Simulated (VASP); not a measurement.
# Ba (Pm-3m) in VASP: further runs

Runs on Ba. Level: BLYP. Tasks: single point.

All numbers are computed with VASP 6.6.1; they aren't measurements. Logs are shortened: lines on timing, memory, paths and dates and some standing lists are left out, and cuts for length are marked.

### Step 1. The crystal as given

It takes space group Pm-3m (No. 221, cubic). The conventional cell has a = 4.072 Å, b = 4.072 Å, c = 4.072 Å, α = 90.00°, β = 90.00°, γ = 90.00°. Ba (site symmetry m-3m) is surrounded by 6 Ba at 4.07 Å.

This isn't the form of Ba at room conditions, which is bcc.

### Step 2. Single point, BLYP

INCAR

```
SYSTEM = Ba
PREC = Accurate
ENCUT = 520
EDIFF = 1E-6
ISMEAR = -1
SIGMA = 0.1
LREAL = .FALSE.
LASPH = .TRUE.
NELM = 100
ALGO = Normal
ISIF = 2
LWAVE = .FALSE.
LCHARG = .TRUE.
GGA = B5
ALDAX = 1.0
AGGAX = 1.0
AGGAC = 1.0
ALDAC = 0.0
LELF = .TRUE.
LVHAR = .TRUE.
NBANDS = 11
```

KPOINTS

```
Automatic mesh
0
G
  13 13 13
  0 0 0
```

POSCAR

```
Ba
1.0
    4.0716264249      0.0000000000      0.0000000000
    0.0000000000      4.0716264249      0.0000000000
    0.0000000000      0.0000000000      4.0716264249
Ba
1
Direct
    0.0000000000      0.0000000000      0.0000000000
```

Potentials or basis: VASP PAW PBE potentials, release 64 (Ba_sv).

Launch:

```sh
> cat potpaw_PBE.64/Ba_sv/POTCAR > POTCAR
> mpirun -np 1 vasp_std > vasp.out
```

OUTCAR:

```text
SYSTEM = Ba
   PREC = Accurate
   ENCUT = 520
   EDIFF = 1E-6
   ISMEAR = -1
   LREAL = .FALSE.
   LASPH = .TRUE.
   NELM = 100
   ISIF = 2
   GGA = B5

 ion  position               nearest neighbor table
   1  0.000  0.000  0.000-

  LATTYP: Found a simple cubic cell.
 ALAT       =     4.0716264249

  Lattice vectors:

 A1 = (   4.0716264249,   0.0000000000,   0.0000000000)
 A2 = (   0.0000000000,   4.0716264249,   0.0000000000)
 A3 = (   0.0000000000,   0.0000000000,   4.0716264249)

Analysis of symmetry for initial positions (statically):
=====================================================================
 Subroutine PRICEL returns:
 Original cell was already a primitive cell.

 Routine SETGRP: Setting up the symmetry group for a
 simple cubic supercell.

 Subroutine GETGRP returns: Found 48 space group operations
 (whereof 48 operations were pure point group operations)
 out of a pool of 48 trial point group operations.

The static configuration has the point symmetry O_h .

Analysis of symmetry for dynamics (positions and initial velocities):
=====================================================================
 Subroutine PRICEL returns:
 Original cell was already a primitive cell.

 Routine SETGRP: Setting up the symmetry group for a
 simple cubic supercell.

 Subroutine GETGRP returns: Found 48 space group operations
 (whereof 48 operations were pure point group operations)
 out of a pool of 48 trial point group operations.

The dynamic configuration has the point symmetry O_h .

 Subroutine INISYM returns: Found 48 space group operations
 (whereof 48 operations are pure point group operations),
 and found     1 'primitive' translations

----------------------------------------------------------------------------------------

                                     Primitive cell

  volume of cell :      67.5000

  direct lattice vectors                    reciprocal lattice vectors
     4.071626425  0.000000000  0.000000000     0.245602100  0.000000000  0.000000000
     0.000000000  4.071626425  0.000000000     0.000000000  0.245602100  0.000000000
     0.000000000  0.000000000  4.071626425     0.000000000  0.000000000  0.245602100

  length of vectors
     4.071626425  4.071626425  4.071626425     0.245602100  0.245602100  0.245602100

  position of ions in fractional coordinates (direct lattice)
     0.000000000  0.000000000  0.000000000

  ion indices of the primitive-cell ions
   primitive index   ion index
                 1           1

----------------------------------------------------------------------------------------

 KPOINTS: Automatic mesh

Automatic generation of k-mesh.
 Grid dimensions read from file:
 generate k-points for:   13   13   13

 Generating k-lattice:

  Cartesian coordinates                     Fractional coordinates (reciprocal lattice)
     0.018892469  0.000000000  0.000000000     0.076923077  0.000000000  0.000000000
     0.000000000  0.018892469  0.000000000     0.000000000  0.076923077  0.000000000
     0.000000000  0.000000000  0.018892469     0.000000000  0.000000000  0.076923077

  Length of vectors
     0.018892469  0.018892469  0.018892469

  Shift w.r.t. Gamma in fractional coordinates (k-lattice)
     0.000000000  0.000000000  0.000000000

 Subroutine IBZKPT returns following result:
 ===========================================

 Found     84 irreducible k-points:

 Following reciprocal coordinates:
            Coordinates               Weight
  0.000000  0.000000  0.000000      1.000000
  0.076923  0.000000  0.000000      6.000000
  0.153846  0.000000  0.000000      6.000000
  0.230769  0.000000  0.000000      6.000000
  0.307692  0.000000  0.000000      6.000000
  0.384615  0.000000  0.000000      6.000000
[... 16 lines left out ...]
  0.307692  0.307692  0.000000     12.000000
  0.384615  0.307692  0.000000     24.000000
 [... further k-points ...]
   k-points           NKPTS =     84   k-points in BZ     NKDIM =     84   number of bands    NBANDS=     11
   number of dos      NEDOS =    301   number of ions     NIONS =      1
   total plane-waves  NPLWV =  27000
   dimension x,y,z NGX =    30 NGY =   30 NGZ =   30
   dimension x,y,z NGXF=    60 NGYF=   60 NGZF=   60
   ions per type =               1
   NGX,Y,Z   is equivalent  to a cutoff of  12.25, 12.25, 12.25 a.u.
   NGXF,Y,Z  is equivalent  to a cutoff of  24.50, 24.50, 24.50 a.u.
 SYSTEM =  Ba
   PREC   = accura    normal or accurate (medium, high low for compatibility)
   ISTART =      0    job   : 0-new  1-cont  2-samecut
   ICHARG =      2    charge: 1-file 2-atom 10-const
   ISPIN  =      1    spin polarized calculation?
   LNONCOLLINEAR =      F non collinear calculations
   LSORBIT =      F    spin-orbit coupling
   LASPH  =      T    aspherical Exc in radial PAW
   ENCUT  =  520.0 eV  38.22 Ry    6.18 a.u.   7.57  7.57  7.57*2*pi/ulx,y,z
   NELM   =    100;   NELMIN=  2; NELMDL= -5     # of ELM steps
   EDIFF  = 0.1E-05   stopping-criterion for ELM
   LREAL  =      F    real-space projection
   EDIFFG = 0.1E-04   stopping-criterion for IOM
   NSW    =      0    number of steps for IOM
   IBRION =     -1    ionic relax: 0-MD 1-quasi-New 2-CG
   NFREE  =      0    steps in history (QN), initial steepest desc. (CG)
   ISIF   =      2    stress and relaxation
   ISYM   =      2    0-nonsym 1-usesym 2-fastsym
   POTIM  = 0.5000    time-step for ionic-motion
   TEBEG  =    0.0;   TEEND  =   0.0 temperature during run
   PSTRESS=    0.0 pullay stress
   NELECT =      10.0000    total number of electrons
   NUPDOWN=      -1.0000    fix difference up-down
   EMIN   =  10.00;   EMAX   =-10.00  energy-range for DOS
   EFERMI =   0.00;   METHOD = LEGACY
   ISMEAR =    -1;   SIGMA  =   0.10  broadening in eV -4-tet -1-fermi 0-gaus
   EFERMI_NEDOS =   21; number of points for ismear=-14 and -15
   IALGO  =     38    algorithm
   IMIX   =      4    mixing-type and parameters
     AMIX     =   0.40;   BMIX     =  1.00
     AMIX_MAG =   1.60;   BMIX_MAG =  1.00
  volume/ion in A,a.u.               =      67.50       455.51
  Fermi-wavevector in a.u.,A,eV,Ry     =   0.866244  1.636964 10.209522  0.750379
  Thomas-Fermi vector in A             =   1.984605
   LORBIT       =      0    0 simple, 1 ext, 2 COOP (PROOUT), +10 PAW based schemes
   GGA     = B5    functional components
   LHFCALC =     F    Hartree Fock is set to
   AEXX    =    0.0000 exact exchange contribution
   IVDW    =     0    specifies the selected vdW correction
   LEPSILON=     F    determine dielectric tensor
   LRPA    =     F    only Hartree local field effects (RPA)
 non-spin polarized calculation
  energy-cutoff  :      520.00
  volume of cell :       67.50
 maximum number of plane-waves:      1839
   NGX = 15   NGY = 15   NGZ = 15

 number of electron      10.0000000 magnetization

 Free energy of the ion-electron system (eV)
  ---------------------------------------------------
  ext. energy  EPLUGINS =         0.00000000
  ---------------------------------------------------
  free energy    TOTEN  =        -0.96251638 eV

  energy without entropy =       -0.91494386  energy(sigma->0) =       -0.93873012

 E-fermi :   1.8281     XC(G=0):  -6.6928

 val. band max:        1.7971061025   @ k =   0.4615   0.4615   0.4615
 cond. band min:       1.8531961425   @ k =   0.4615   0.4615   0.4615
 fundamental gap:      0.0560900400
 Fermi energy:         1.8280672029

 k-point     1 :       0.0000    0.0000    0.0000
  band No.  band energies     occupation
      1     -27.4422      2.00000
      2     -12.4053      2.00000
      3     -12.4053      2.00000
      4     -12.4053      2.00000
      5      -0.6639      2.00000
      6       1.8565      0.85871
      7       1.8565      0.85871
      8       6.0893      0.00000
      9       6.0893      0.00000
     10       6.0893      0.00000
     11       8.9627      0.00000

 k-point     2 :       0.0769    0.0000    0.0000
  band No.  band energies     occupation
      1     -27.4398      2.00000
      2     -12.4391      2.00000
      3     -12.4024      2.00000
      4     -12.4024      2.00000
      5      -0.5824      2.00000
      6       1.8810      0.74137
      7       1.9363      0.50608
      8       5.8953      0.00000
      9       5.8953      0.00000
     10       6.1012      0.00000
     11       8.5779      0.00000

 k-point     3 :       0.1538    0.0000    0.0000
  band No.  band energies     occupation
      1     -27.4333      2.00000
      2     -12.5309      2.00000
      3     -12.3945      2.00000
      4     -12.3945      2.00000
      5      -0.3546      2.00000
      6       1.9509      0.45306
      7       2.1596      0.07012
      8       5.4645      0.00000
      9       5.4645      0.00000
     10       6.1349      0.00000
     11       7.8700      0.00000

 k-point     4 :       0.2308    0.0000    0.0000
  band No.  band energies     occupation
      1     -27.4240      2.00000
      2     -12.6564      2.00000
      3     -12.3832      2.00000
      4     -12.3832      2.00000
      5      -0.0226      2.00000
      6       2.0550      0.18735
      7       2.4603      0.00358
      8       4.9988      0.00000
      9       4.9988      0.00000
     10       6.1833      0.00000
     11       7.2722      0.00000
[... 239 lines left out ...]
 k-point    22 :       0.4615    0.2308    0.0000
  band No.  band energies     occupation
      1     -27.3836      2.00000
      2     -12.9120      2.00000
      3     -12.5942      2.00000
      4     -12.3345      2.00000
      5       1.5784      1.84784
      6       1.8730      0.77925
      7       3.1392      0.00000
      8       4.3397      0.00000
      9       4.4915      0.00000
     10       5.3701      0.00000
     11       7.7129      0.00000

 k-point    23 :       0.3077    0.3077    0.0000
  band No.  band energies     occupation
      1     -27.3866      2.00000
      2     -12.7453      2.00000
      3     -12.7314      2.00000
      4     -12.3382      2.00000
      5       1.1685      1.99727
      6       2.1440      0.08141
      7       3.6782      0.00000
      8       3.8961      0.00000
      9       4.7599      0.00000
     10       4.9693      0.00000
     11       7.7695      0.00000

 k-point    24 :       0.3846    0.3077    0.0000
  band No.  band energies     occupation
      1     -27.3785      2.00000
      2     -12.8387      2.00000
      3     -12.7244      2.00000
      4     -12.3286      2.00000
      5       1.3307      1.98626
      6       2.0307      0.23289
      7       3.7725      0.00000
      8       4.3355      0.00000
      9       4.5725      0.00000
     10       4.9595      0.00000
     11       7.6084      0.00000

 [... further k-points ...]
[... 5 lines left out ...]
  --------------------------------------------------------------------------------------
  -------------------------------------------------------------------------------------
  Total        0.0447525      0.0447525      0.0447525      0.0000000     -0.0000000      0.0000000
  in kB        1.0622445      1.0622445      1.0622445      0.0000000     -0.0000000      0.0000000
  external PRESSURE =       1.0622445 kB  Pullay stress =       0.0000000 kB

 VOLUME and BASIS-vectors are now :
 -----------------------------------------------------------------------------
  energy-cutoff  :      520.00
  volume of cell :       67.50
      direct lattice vectors                 reciprocal lattice vectors
     4.071626425  0.000000000  0.000000000     0.245602100  0.000000000  0.000000000
     0.000000000  4.071626425  0.000000000     0.000000000  0.245602100  0.000000000
     0.000000000  0.000000000  4.071626425     0.000000000  0.000000000  0.245602100

 POSITION                                       TOTAL-FORCE (eV/Angst)
 -----------------------------------------------------------------------------------
      0.00000      0.00000      0.00000         0.000000      0.000000      0.000000
 -----------------------------------------------------------------------------------
    total drift:                               -0.000000      0.000000     -0.000000

  FREE ENERGIE OF THE ION-ELECTRON SYSTEM (eV)
  ---------------------------------------------------
  free  energy   TOTEN  =        -0.9625163766 eV

  energy  without entropy=       -0.9149438584  energy(sigma->0) =       -0.93873012
```

It took 51 s on 1 thread of AMD EPYC 7R43 (Zen 3), shared host; peak memory 0.17 GiB.

Results:

```yaml
Free_energy: -0.9625 eV
Pressure: 0.1 GPa
Band_gap_on_the_k_mesh: 0.06 eV, direct
```

Caveat: the PAW data sets were made with another functional, which shifts forces and pressure a little; spin-orbit coupling is left out, which moves the levels of the heavy elements; an odd mesh through Γ misses points on the zone boundary, where band edges often lie.

(Continued in part 2 of 2.)
